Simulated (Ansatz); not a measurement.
Runs of Ansatz 0.2.0 on W2C. The structure is trigonal, space group P-3m1 (No. 164). The conventional cell has a = 3.070 Å, b = 3.070 Å, c = 4.678 Å, α = 90.00°, β = 90.00°, γ = 120.00°. W (site symmetry 3m) has 3 C at 2.13 Å as nearest neighbours. Around C (site symmetry -3m) lie 6 W at 2.13 Å. The cell comes from a database or a generator and needn't be the stable form of this composition.

```csv
share of exact exchange,gap on the mesh (eV),pressure (GPa),largest force (eV/Å)
0.1,none,-5.0,(a)
0.2,none,(b),0.67
0.15,none,-6.8,0.59
0.05,none,-3.3,0.43
```

Alike in all rows: task single point; level HSE06 form with a typed share of exact exchange; potentials or basis Ansatz PAW; no spin polarisation; cell as given; k mesh 5 × 5 × 3; cutoff (eV) 420; smearing fermi-dirac 0.05 eV; the mesh is coarse, so values aren't converged.

Task: Estimate the missing entries.

Result: (a) 0.51; (b) -8.5.

Caveats: all runs use coarse meshes; the PAW data sets come from PBE, with cores solved anew for the run's functional, which leaves a small shift of forces and pressure; the thresholds are loose for stress.

A k mesh can miss the band edges, and the runs leave out spin-orbit coupling on W.

A gap of «none» marks a metal or a gap under the smearing width.
